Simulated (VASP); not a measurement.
## C: single point with PBE

C:

```
C
1.0
    -2.21179    2.21179    1.20311
     2.21179   -2.21179    1.20311
     2.21179    2.21179   -1.20311
C
2
Direct
  0.75000 0.25000 0.50000
  0.00000 0.00000 0.00000
```

The cell isn't the ideal one: Sn replaced by C, lengths x 0.728, strained and moved within the space group.

| Property | Result |
| --- | --- |
| Program | VASP 6.6.1 |
| Task | single point |
| Functional | PBE |
| Potentials or basis | VASP PAW PBE potentials, release 64 (C) |
| Cutoff | 520 eV |
| k mesh | 20 × 20 × 20 |
| Occupations | gaussian, width 0.1 eV |
| Spin | no spin polarisation |

```yaml
Pressure: -42.1 GPa
Band_gap_on_the_k_mesh: none (metal or under the smearing width)
```

Stress tensor (GPa, compression positive):
```
-45.38   0.00   0.00
  0.00 -45.38   0.00
  0.00   0.00 -35.67
```

Levels at points of the mesh, in eV from the Fermi level:
| k point | band 1 | band 2 | band 3 | band 4 | band 5 | band 6 | band 7 | band 8 | band 9 |
| --- | --- | --- | --- | --- | --- | --- | --- | --- | --- |
| (0.00, 0.00, 0.00) | -13.44 | -4.93 | -1.94 | -1.94 | 4.93 | 4.94 | 4.94 | 4.96 | 9.89 |
| (0.50, 0.00, 0.00) | -8.30 | -6.23 | -2.71 | -1.60 | -1.11 | 2.49 | 3.76 | 4.15 | 13.53 |
| (0.50, 0.50, 0.00) | -10.54 | -10.54 | 0.67 | 0.67 | 1.70 | 1.70 | 4.96 | 4.96 | 17.17 |
| (0.50, 0.50, 0.50) | -9.07 | -9.07 | -4.94 | -4.94 | 4.56 | 4.56 | 6.20 | 6.20 | 20.01 |

Wall time 110 s on 1 thread of Intel(R) Xeon(R) Platinum 8488C (Sapphire Rapids), with other jobs on the host, peak memory 0.25 GiB.

Caveat: the cell as given lies far from equilibrium; so large a pressure means that the cell lies far from this level's equilibrium, or that cutoff or potentials fall short.
